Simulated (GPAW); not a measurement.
Crystal: InPd.

```
CELL_PARAMETERS angstrom
0.00000 2.74607 2.74607
2.74607 0.00000 2.74607
2.74607 2.74607 0.00000
ATOMIC_POSITIONS crystal
In 0.00000 0.00000 0.00000
Pd 0.50000 0.50000 0.50000
```

The cell was built by a generator and needn't be a form met in nature.

Base run:

```yaml
Program: GPAW 26.7.0
Functional: TPSS
Potentials_or_basis: GPAW PAW data sets (gpaw-data 1.2.1)
Cutoff: 600 eV
Basis: pw
k_mesh: 8 × 8 × 8
Occupations: fermi-dirac, width 0.05 eV
Spin: no spin polarisation
```

Its results: band gap on the k mesh none (metal or under the smearing width); pressure -3.6 GPa.

Q: The run is repeated on the same cell with these changes: functional from TPSS to r2SCAN. What comes out?

A: Band gap on the k mesh none (metal or under the smearing width); pressure -2.9 GPa.

Caveats: the PAW data sets were made with another functional, which shifts forces and pressure a little.
